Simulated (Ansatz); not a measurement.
From the elastic tensor of W at 3 GPa (stress–strain coefficients) to moduli and sound speeds

Method: Ansatz 0.2.0, DFT PBE, scalar-relativistic, plane waves, PAW. Plane waves to 420 eV; Γ-centred k mesh 20×20×20; Fermi-Dirac smearing of 0.15 eV. No spin polarisation.

Symmetry: Im-3m, No. 229, cubic system. The conventional cell has a = 3.173 Å, b = 3.173 Å, c = 3.173 Å, α = 90.00°, β = 90.00°, γ = 90.00°. W (site symmetry m-3m) is surrounded by 8 W at 2.75 Å.

In a metal, frequencies and elastic constants depend on the k mesh and the smearing, soft modes and shear constants most. Spin–orbit coupling is left out, which can shift energies with elements as heavy as these.

Relaxed-ion constants (GPa, on the Cartesian axes of the calculation):
```
533.5 206.2 206.2   0.0   0.0   0.0
206.2 533.5 206.2   0.0   0.0   0.0
206.2 206.2 533.5   0.0   0.0   0.0
  0.0   0.0   0.0 148.7   0.0   0.0
  0.0   0.0   0.0   0.0 148.7   0.0
  0.0   0.0   0.0   0.0   0.0 148.7
```

Density 19.103 g/cm³; 1 atom in 15.98 Å³.

The values that follow are for a polycrystal of randomly turned grains, by Hill's mean where one number stands.

With S = C⁻¹: B_V = (C11+C22+C33+2(C12+C13+C23))/9, G_V = (C11+C22+C33−C12−C13−C23+3(C44+C55+C66))/15, 1/B_R = S11+S22+S33+2(S12+S13+S23), 15/G_R = 4(S11+S22+S33−S12−S13−S23)+3(S44+S55+S66); Hill is their mean. Then v_l = √((B+4G/3)/ρ), v_t = √(G/ρ), v_m = [(2/v_t³+1/v_l³)/3]^(−1/3) and Θ = (ħ/k_B)·v_m·(6π²n/V)^(1/3) for n atoms in the volume V; E = 9BG/(3B+G), ν = (3B−2G)/(2(3B+G)) and A^U = 5G_V/G_R + B_V/B_R − 6.

| Item | Value |
| --- | --- |
| Bulk modulus, Voigt / Reuss / Hill | 315.3 / 315.3 / 315.3 GPa |
| Shear modulus, Voigt / Reuss / Hill | 154.7 / 154.3 / 154.5 GPa |
| Young's modulus | 398 GPa |
| Poisson ratio | 0.289 |
| Pugh ratio B/G | 2.04 |
| Universal anisotropy index | 0.01 |
| Longitudinal and transverse sound speeds | 5224 and 2844 m/s |
| Debye temperature from the mean sound speed | 375 K |

Cost: 1 run of about 1.3 core-minutes, on Arm Neoverse V1 (shared hosts).

Tungsten comes out very stiff in both compression and shear, as expected for a roughly half-filled 5d band: bonding states are largely occupied and antibonding ones largely empty, giving strong cohesion and a large resistance to tetragonal shear in the bcc structure. The near-isotropy, with a universal index of 0.01, is a balance between two independent shear stiffnesses, not a consequence of cubic symmetry. C44 lies slightly below (C11−C12)/2, whereas real tungsten is even closer to isotropic at ambient pressure; the small discrepancy probably reflects a C44 made too soft by the functional. C12 exceeds C44 by far more than the applied pressure alone would produce with central pair forces, so the bonding needs a many-body description. The Pugh ratio of 2.04 would conventionally suggest ductility, yet tungsten is commonly brittle at room temperature, because its plasticity is limited by screw-dislocation mobility and its fracture often by weak grain boundaries, neither of which elastic constants capture.
